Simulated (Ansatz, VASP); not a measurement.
KCl: VASP beside Ansatz

The input INCAR:

```
SYSTEM = KCl
ALGO = Normal
EDIFF = 1E-7
ENCUT = 520
GGA = PE
ISIF = 2
ISMEAR = -1
LASPH = .TRUE.
LCHARG = .TRUE.
LELF = .TRUE.
LREAL = .FALSE.
LVHAR = .TRUE.
LWAVE = .FALSE.
NBANDS = 15
NELM = 80
PREC = Accurate
SIGMA = 0.05
```

Contents of KPOINTS:

```
k-points
0
G
  7 7 7
  0 0 0
```

The input POSCAR:

```
KCl
1.0
    3.8391960000      0.0000000000      0.0000000000
    0.0000000000      3.8391960000      0.0000000000
    0.0000000000      0.0000000000      3.8391960000
K Cl
1 1
Direct
    0.0000000000      0.0000000000      0.0000000000
    0.5000000000      0.5000000000      0.5000000000
```

The input input.yaml:

```yaml
crystal:
  lattice:
    - [3.839196, 0.0, 0.0]
    - [0.0, 3.839196, 0.0]
    - [0.0, 0.0, 3.839196]
  atoms:
    - { symbol: K, position: [0.0, 0.0, 0.0] }
    - { symbol: Cl, position: [0.5, 0.5, 0.5] }
kpoints:
  mp_grid: { grid: [7, 7, 7] }
scf:
  occupations: { method: fermi_dirac, width: 0.05 }
hamiltonian:
  xc: pbe
  pseudopotentials: { kind: all_electron, lapw: { basis_error: 0.0005 } }
output:
  forces: true
  stress: true
  eigenvalues: true
```

Alike in both runs: task single point; functional PBE; k mesh 7 × 7 × 7; occupations fermi-dirac, width 0.05 eV; no spin polarisation.

|  | VASP | Ansatz |
| --- | --- | --- |
| version | VASP 6.6.1 | Ansatz 0.2.0 |
| potentials or method | VASP PAW PBE potentials, release 64 (K_sv, Cl) | all-electron LAPW, scalar-relativistic |
| plane-wave cutoff (eV) | 520 | see its input |

```tsv
	VASP	Ansatz	Ansatz less VASP
gap on the k mesh at the Fermi level (eV)	4.82	4.82	+0.001
least direct gap on the mesh (eV)	5.00	5.00	0.000
pressure (GPa)	0.0	-0.1	-0.01
```

Ansatz ran all-electron here, so the differences hold the error of VASP's frozen core and of both bases.

Caveats: an odd mesh through Γ misses points on the zone boundary, where band edges often lie.
